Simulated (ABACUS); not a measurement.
# As (R-3m) in ABACUS: a series of runs

The runs below take As through equation of state, with PBE.

Everything below comes from runs of ABACUS 3.10.1. Logs are shortened: lines on timing, memory, paths and dates and some standing lists are left out, and cuts for length are marked.

## Step 1: The crystal as given

The structure is trigonal, space group R-3m (No. 166). The conventional cell has a = 3.762 Å, b = 3.762 Å, c = 10.542 Å, α = 90.00°, β = 90.00°, γ = 120.00°. Around As (site symmetry 3m) lie 3 As at 2.51 Å.

## Step 2: Equation of state, PBE, 20.24 Å³/atom (volume scaled by 0.94)

Input file INPUT:

```
INPUT_PARAMETERS
suffix              As
calculation         scf
basis_type          lcao
pseudo_dir          ./
orbital_dir         ./
symmetry            1
dft_functional      pbe
ecutwfc             100
pseudo_rcut         10
nspin               1
nbands              19
ks_solver           genelpa
smearing_method     fd
smearing_sigma      0.00367493
scf_thr             1e-07
scf_nmax            100
mixing_type         broyden
mixing_beta         0.7
cal_force           1
cal_stress          1
out_mul             1
```

Input file STRU:

```
ATOMIC_SPECIES
As 74.9216 As.upf

NUMERICAL_ORBITAL
As_confined-atom_7au_2s2p2d.orb

LATTICE_CONSTANT
1.8897261246

LATTICE_VECTORS
1.8424025153 1.0637115881 3.4423263150
-1.8424025153 1.0637115881 3.4423263150
0.0000000000 -2.1274231763 3.4423263150

ATOMIC_POSITIONS
Direct

As
0.0
2
0.2260000000 0.2260000000 0.2260000000 1 1 1
0.7740000000 0.7740000000 0.7740000000 1 1 1
```

Input file KPT:

```
K_POINTS
0
Gamma
9 9 9 0 0 0
```

Potentials or basis: PseudoDojo NC SR 0.4.1 PBE standard, DZP LCAO (the cutoffs set its grid).

The run is started by

```sh
> OMP_NUM_THREADS=1 mpirun -np 4 abacus > log
```

running log:

```text
ABACUS v3.10.1

               Atomic-orbital Based Ab-initio Computation at UStc

 ------------------------------------------------------------------------------------

 READING GENERAL INFORMATION
                           global_out_dir = OUT.As/
                           global_in_card = INPUT
                               pseudo_dir = ./
                              orbital_dir = ./
                                    DSIZE = 4
                                    GSIZE = 1

 READING UNITCELL INFORMATION
                                    ntype = 1
                  lattice constant (Bohr) = 1.88973
              lattice constant (Angstrom) = 1

 READING ATOM TYPE 1
                               atom label = As
                      L=0, number of zeta = 2
                      L=1, number of zeta = 2
                      L=2, number of zeta = 2
             number of atom for this type = 2

                        TOTAL ATOM NUMBER = 2
DIRECT COORDINATES
    atom                   x                   y                   z     mag                  vx                  vy                  vz
taud_As1            0.2260000000        0.2260000000        0.2260000000  0.0000        0.0000000000        0.0000000000        0.0000000000
taud_As2            0.7740000000        0.7740000000        0.7740000000  0.0000        0.0000000000        0.0000000000        0.0000000000

                          Volume (Bohr^3) = 273.154
                             Volume (A^3) = 40.4773

 Lattice vectors: (Cartesian coordinate: in unit of a_0)
              +1.8424            +1.06371            +3.44233
              -1.8424            +1.06371            +3.44233
                   +0            -2.12742            +3.44233
 Reciprocal vectors: (Cartesian coordinate: in unit of 2 pi/a_0)
            +0.271385           +0.156684          +0.0968337
            -0.271385           +0.156684          +0.0968337
                   +0           -0.313368          +0.0968337
 The esolver type has been set to : ksdft_lcao

                PAO radial cut off (Bohr) = 10

 Read in pseudopotential file is As.upf
                     pseudopotential type = NC
          exchange-correlation functional = PBE
                 nonlocal core correction = 1
                        valence electrons = 15
                                     lmax = 2
                           number of zeta = 3
                     number of projectors = 6
                           L of projector = 0
                           L of projector = 0
                           L of projector = 1
                           L of projector = 1
                           L of projector = 2
                           L of projector = 2
     initial pseudo atomic orbital number = 18

[... 178 lines left out ...]
                  longest orb rcut (Bohr) = 7
   longest nonlocal projector rcut (Bohr) = 1.82
                     search radius (Bohr) = 17.6
              searching radius is (Bohr)) = 17.6
         searching radius unit is (Bohr)) = 1.89
                         PeriodicBoundary = 1
                        Radius(unit:lat0) = 9.34
                                   glayer = [ 5, 5, 5 ]
                             glayer_minus = [ 4, 4, 4 ]

Find the coordinate range of the input atom(unit:lat0).
                                  min_tau = [ -14.7, -17, -39 ]
                                  max_tau = [ 14.7, 17, 49.3 ]
                                BoxNumber = [ 9, 9, 9 ]

 SETUP EXTENDED REAL SPACE GRID FOR GRID INTEGRATION
                          real space grid = [ 50, 50, 50 ]
                 big cell numbers in grid = [ 10, 10, 10 ]
             meshcell numbers in big cell = [ 5, 5, 5 ]
                        extended fft grid = [ 13, 13, 13 ]
                dimension of extened grid = [ 37, 37, 37 ]
                            UnitCellTotal = 125
              Atom number in sub-FFT-grid = 2
    Local orbitals number in sub-FFT-grid = 36
                                ParaV.nnr = 16524
                                 init_chg = atomic

 LCAO ALGORITHM --------------- ION=   1  ELEC=   1--------------------------------

 Density error is 0.0232108757968
----------------------------------------------------------
     Energy           Rydberg                 eV
----------------------------------------------------------
 E_KohnSham     -424.2376425387      -5772.0492446134
 E_Harris       -424.0335987513      -5769.2730864632
 E_Fermi        0.8945883752         12.1714992674
----------------------------------------------------------
[... 69 lines left out ...]
 Density error is 1.98016937206e-08
----------------------------------------------------------
     Energy           Rydberg                 eV
----------------------------------------------------------
 E_KohnSham     -424.2380430376      -5772.0546936802
 E_KS(sigma->0) -424.2379848520      -5772.0539020242
 E_Harris       -424.2380445568      -5772.0547143509
 E_band         -31.7070585610       -431.3966632494
 E_one_elec     -202.1610406724      -2750.5420667540
 E_Hartree      117.3669218860       1596.8588943710
 E_xc           -95.1145654834       -1294.1000533688
 E_Ewald        -244.3292423966      -3324.2698846166
 E_entropy(-TS) -0.0001163712        -0.0015833118
 E_descf        0.0000000000         0.0000000000
 E_exx          0.0000000000         0.0000000000
 E_Fermi        0.9019235329         12.2712992072
----------------------------------------------------------

 charge density convergence is achieved
 final etot is -5772.0546937 eV
 EFERMI = 12.271299207 eV

 STATE ENERGY(eV) AND OCCUPATIONS    NSPIN == 1
 1/85 kpoint (Cartesian) = 0.0000 0.0000 0.0000 (1152 pws)
       1       -24.3610     0.00274348
       2       -24.3610     0.00274348
       3       -24.3075     0.00274348
       4       -24.3075     0.00274348
       5       -24.2485     0.00274348
       6       -24.2152     0.00274348
[... 104 lines left out ...]
       6       -24.2180      0.0164609
[... 11 lines left out ...]
      18        15.6590    6.18220e-32
      19        18.5116    1.03329e-56

[... levels at 79 further k points ...]

 correction force for each atom along direction 1 is 1.34823e-14
 correction force for each atom along direction 2 is -3.67553e-14
 correction force for each atom along direction 3 is 4.19248e-14
------------------------------------------------------------------------------------------
 TOTAL-FORCE (eV/Angstrom)
------------------------------------------------------------------------------------------
                       As1         0.0000000000         0.0000000000         1.1702530112
                       As2         0.0000000000         0.0000000000        -1.1702530112
------------------------------------------------------------------------------------------

----------------------------------------------------------------
 TOTAL-STRESS (KBAR)
----------------------------------------------------------------
       124.5825428218         0.0000000000         0.0000000000
        -0.0000000000       124.5825428290         0.0000000012
        -0.0000000000         0.0000000012        84.5345055949
----------------------------------------------------------------
 TOTAL-PRESSURE: 111.233197 KBAR

 --------------------------------------------
 !FINAL_ETOT_IS -5772.0546936801547417 eV
 --------------------------------------------
```

stdout:

```text
ABACUS v3.10.1

               Atomic-orbital Based Ab-initio Computation at UStc

%%%%%%%%%%%%%%%%%%%%%%%%%%%%%%%%%%%%%%%%%%%%%%%%%%%%%%%%%%%%%%%%%%%%%%%%%%%%%%%%%%%%%%%%%%%%%%%%%%%%%%%%%
 Warning: the number of valence electrons in pseudopotential > 5 for As: [Ar] 3d10 4s2 4p3
[... 33 lines left out ...]
 TOTAL-STRESS (KBAR)
----------------------------------------------------------------
       124.5825428218         0.0000000000         0.0000000000
        -0.0000000000       124.5825428290         0.0000000012
        -0.0000000000         0.0000000012        84.5345055949
----------------------------------------------------------------
 TOTAL-PRESSURE: 111.233197 KBAR
```

Wall time 6.5 s (4 MPI ranks of Intel Xeon at 2.80GHz (Skylake/Cascade Lake), shared host); peak memory 0.4 GiB.

Results:

```
Free energy            : -5772.0547 eV
Pressure               : 11.1 GPa
Largest force          : 1.170 eV/Å
Band gap on the k mesh : none (metal or under the smearing width)
```

Caveat: the atomic orbitals were generated for these runs and aren't a published set; the basis of atomic orbitals isn't converged, which shifts pressures, moduli and gaps; forces of over 1 eV/Å show positions far from the minimum, so gaps and moduli don't describe the material at rest.

## Step 3: Equation of state, PBE, 20.67 Å³/atom (volume scaled by 0.96)

INPUT is that of step 2.

Changes to STRU since step 2:

```diff
@@ -10,5 +10,5 @@
 LATTICE_VECTORS
-1.8424025153 1.0637115881 3.4423263150
--1.8424025153 1.0637115881 3.4423263150
-0.0000000000 -2.1274231763 3.4423263150
+1.8553776084 1.0712027616 3.4665688483
+-1.8553776084 1.0712027616 3.4665688483
+0.0000000000 -2.1424055233 3.4665688483
```

KPT is that of step 2.

Potentials or basis: PseudoDojo NC SR 0.4.1 PBE standard, DZP LCAO (the cutoffs set its grid).

The run is started by

```sh
> OMP_NUM_THREADS=1 mpirun -np 4 abacus > log
```

Wall time 6.5 s (4 MPI ranks of Intel Xeon at 2.80GHz (Skylake/Cascade Lake), shared host); peak memory 0.4 GiB.

The run converged. Its results:

* Free energy: -5772.1082 eV
* Pressure: 8.8 GPa
* Largest force: 0.992 eV/Å
* Band gap on the k mesh: none (metal or under the smearing width)

Caveat: the atomic orbitals were generated for these runs and aren't a published set; the basis of atomic orbitals isn't converged, which shifts pressures, moduli and gaps.

## Step 4: Equation of state, PBE, 21.10 Å³/atom (volume scaled by 0.98)

INPUT is that of step 3.

Changes to STRU since step 3:

```diff
@@ -10,5 +10,5 @@
 LATTICE_VECTORS
-1.8553776084 1.0712027616 3.4665688483
--1.8553776084 1.0712027616 3.4665688483
-0.0000000000 -2.1424055233 3.4665688483
+1.8681737204 1.0785906003 3.4904769752
+-1.8681737204 1.0785906003 3.4904769752
+0.0000000000 -2.1571812007 3.4904769752
```

KPT is that of step 3.

The run is started by

```sh
> OMP_NUM_THREADS=1 mpirun -np 4 abacus > log
```

It took 6.6 s on 4 MPI ranks of Intel Xeon at 2.80GHz (Skylake/Cascade Lake), shared host; peak memory 0.4 GiB.

It converged, with:

* Free energy: -5772.1501 eV
* Pressure: 6.8 GPa
* Largest force: 0.827 eV/Å
* Band gap on the k mesh: none (metal or under the smearing width)

Caveat: the atomic orbitals were generated for these runs and aren't a published set; the basis of atomic orbitals isn't converged, which shifts pressures, moduli and gaps.

## Step 5: Equation of state, PBE, 21.53 Å³/atom

INPUT is that of step 4.

Changes to STRU since step 4:

```diff
@@ -10,5 +10,5 @@
 LATTICE_VECTORS
-1.8681737204 1.0785906003 3.4904769752
--1.8681737204 1.0785906003 3.4904769752
-0.0000000000 -2.1571812007 3.4904769752
+1.8807968987 1.0858785957 3.5140619945
+-1.8807968987 1.0858785957 3.5140619945
+0.0000000000 -2.1717571915 3.5140619945
```

KPT is that of step 4.

The run is started by

```sh
> OMP_NUM_THREADS=1 mpirun -np 4 abacus > log
```

Wall time 6.3 s (4 MPI ranks of Intel Xeon at 2.80GHz (Skylake/Cascade Lake), shared host); peak memory 0.4 GiB.

The run converged. Its results:

```
Free energy            : -5772.1814 eV
Pressure               : 4.9 GPa
Largest force          : 0.672 eV/Å
Band gap on the k mesh : none (metal or under the smearing width)
```

Caveat: the atomic orbitals were generated for these runs and aren't a published set; the basis of atomic orbitals isn't converged, which shifts pressures, moduli and gaps.

## Step 6: Equation of state, PBE, 21.96 Å³/atom (volume scaled by 1.02)

INPUT is that of step 5.

Changes to STRU since step 5:

```diff
@@ -10,5 +10,5 @@
 LATTICE_VECTORS
-1.8807968987 1.0858785957 3.5140619945
--1.8807968987 1.0858785957 3.5140619945
-0.0000000000 -2.1717571915 3.5140619945
+1.8932528703 1.0930700543 3.5373346065
+-1.8932528703 1.0930700543 3.5373346065
+0.0000000000 -2.1861401086 3.5373346065
```

KPT is that of step 5.

Potentials or basis: PseudoDojo NC SR 0.4.1 PBE standard, DZP LCAO (the cutoffs set its grid).

The run is started by

```sh
> OMP_NUM_THREADS=1 mpirun -np 4 abacus > log
```

Run time: 8.1 s. Hardware: 4 MPI ranks of Intel Xeon at 2.80GHz (Skylake/Cascade Lake), shared host; peak memory 0.4 GiB.

The run converged. Its results:

| Item | Value |
| --- | --- |
| Free energy | -5772.2031 eV |
| Pressure | 3.2 GPa |
| Largest force | 0.527 eV/Å |
| Band gap on the k mesh | none (metal or under the smearing width) |

Caveat: the atomic orbitals were generated for these runs and aren't a published set; the basis of atomic orbitals isn't converged, which shifts pressures, moduli and gaps.

## Step 7: Equation of state, PBE, 22.39 Å³/atom (volume scaled by 1.04)

INPUT is that of step 6.

Changes to STRU since step 6:

```diff
@@ -10,5 +10,5 @@
 LATTICE_VECTORS
-1.8932528703 1.0930700543 3.5373346065
--1.8932528703 1.0930700543 3.5373346065
-0.0000000000 -2.1861401086 3.5373346065
+1.9055470646 1.1001681106 3.5603049553
+-1.9055470646 1.1001681106 3.5603049553
+0.0000000000 -2.2003362214 3.5603049553
```

KPT is that of step 6.

The run is started by

```sh
> OMP_NUM_THREADS=1 mpirun -np 4 abacus > log
```

Run time: 7.7 s. Hardware: 4 MPI ranks of Intel Xeon at 2.80GHz (Skylake/Cascade Lake), shared host; peak memory 0.4 GiB.

The run converged. Its results:

```
Free energy            : -5772.2161 eV
Pressure               : 1.7 GPa
Largest force          : 0.391 eV/Å
Band gap on the k mesh : none (metal or under the smearing width)
```

Caveat: the atomic orbitals were generated for these runs and aren't a published set; the basis of atomic orbitals isn't converged, which shifts pressures, moduli and gaps.

## Step 8: Equation of state, PBE, 22.82 Å³/atom (volume scaled by 1.06)

INPUT is that of step 7.

Changes to STRU since step 7:

```diff
@@ -10,5 +10,5 @@
 LATTICE_VECTORS
-1.9055470646 1.1001681106 3.5603049553
--1.9055470646 1.1001681106 3.5603049553
-0.0000000000 -2.2003362214 3.5603049553
+1.9176846343 1.1071757398 3.5829826684
+-1.9176846343 1.1071757398 3.5829826684
+0.0000000000 -2.2143514796 3.5829826684
```

KPT is that of step 7.

The run is started by

```sh
> OMP_NUM_THREADS=1 mpirun -np 4 abacus > log
```

It took 8.4 s on 4 MPI ranks of Intel Xeon at 2.80GHz (Skylake/Cascade Lake), shared host; peak memory 0.4 GiB.

Results (log left out):

```
Free energy            : -5772.2215 eV
Pressure               : 0.3 GPa
Largest force          : 0.264 eV/Å
Band gap on the k mesh : none (metal or under the smearing width)
```

Caveat: the atomic orbitals were generated for these runs and aren't a published set; the basis of atomic orbitals isn't converged, which shifts pressures, moduli and gaps.

## Step 9: Equation of state, PBE

Potentials or basis: PseudoDojo NC SR 0.4.1 PBE standard, DZP LCAO (the cutoffs set its grid).

This step only gathers the single runs of the series.

What came out:

```
Equilibrium volume                        : 22.92 Å³/atom (rough: see the caveat)
Bulk modulus at fixed shape and positions : 69 GPa (rough)
```

Energy against volume, from the lowest point:
```csv
volume (Å³/atom),energy (meV/atom)
20.239,83.38
20.669,56.63
21.100,35.69
21.530,20.02
21.961,9.16
22.392,2.67
22.822,0.00
```

Caveat: the atomic orbitals were generated for these runs and aren't a published set; the minimum lies outside the volumes run; the cell was scaled at fixed shape and fractional positions, which overstates the stiffness of a crystal with free parameters, most of all of layers and chains; the basis of atomic orbitals isn't converged, which shifts pressures, moduli and gaps.
